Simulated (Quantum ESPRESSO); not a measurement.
Ag: equation of state with PBE

Ag:

```
Ag
1.0
     0.00000    2.04275    2.04275
     2.04275    0.00000    2.04275
     2.04275    2.04275    0.00000
Ag
1
Cartesian
  0.0000 0.0000 0.0000
```

```yaml
Program: Quantum ESPRESSO 7.5
Task: equation of state
Functional: PBE
Potentials_or_basis: SSSP 1.3 efficiency PBE
Cutoff: 816 eV
Density_cutoff: 3265 eV
k_mesh: 11 × 11 × 11
Occupations: fermi-dirac, width 0.05 eV
Spin: no spin polarisation
Mixing_beta: 0.5
Most_SCF_iterations: 120
SCF_threshold: 2e-10 Ry
```

| Quantity | Value |
| --- | --- |
| Equilibrium volume | 17.77 Å³/atom |
| Bulk modulus | 89 GPa |
| Pressure derivative of the bulk modulus | 6.3 |

Energy against volume, from the lowest point:
```
volume (Å³/atom)  energy (meV/atom)
          16.025              61.46
          16.366              37.83
          16.707              20.64
          17.048               9.06
          17.389               2.40
          17.730               0.00
          18.071               1.32
```

All runs of the series together: 98 s on 1 thread of AMD EPYC 7R43 64-Core Processor (Zen 3), with other jobs on the host.

PBE usually gives volumes a little too large and moduli too small. Zero-point motion and thermal expansion aren't in these numbers.
